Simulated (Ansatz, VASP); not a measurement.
BaTiO3: VASP beside Ansatz

```xyz
5
Lattice="3.9998 0.0000 0.0000 0.0000 3.9998 0.0000 0.0000 0.0000 4.0180" Properties=species:S:1:pos:R:3 pbc="T T T"
Ba    0.0000    0.0000    0.0000
Ti    1.9999    1.9999    1.9688
O     1.9999    1.9999    0.0763
O     1.9999    0.0000    2.0773
O     0.0000    1.9999    2.0773
```

Alike in both runs: task single point; functional PBE; dispersion D4; k mesh 6 × 6 × 6; no spin polarisation.

|  | VASP | Ansatz |
| --- | --- | --- |
| version | VASP 6.6.1 | Ansatz 0.2.0 |
| potentials or method | VASP PAW PBE potentials, release 64 (Ba_sv, Ti_sv, O) | plane waves, PAW |
| plane-wave cutoff (eV) | 520 | 420 |
| occupations | gaussian, width 0.01 eV | fixed |
| valence electrons in the cell | 40 | 40 |

|  | VASP | Ansatz | Ansatz less VASP |
| --- | --- | --- | --- |
| gap on the k mesh at the Fermi level (eV) | 1.77 | 1.84 | +0.065 |
| dispersion energy (meV/atom) | -215.1 | -215.3 | -0.11 |

Caveats: spin-orbit coupling is left out, which moves the levels of the heavy elements. PBE gaps usually lie below the measured ones, often by a third to a half. A k mesh can miss the band edges.
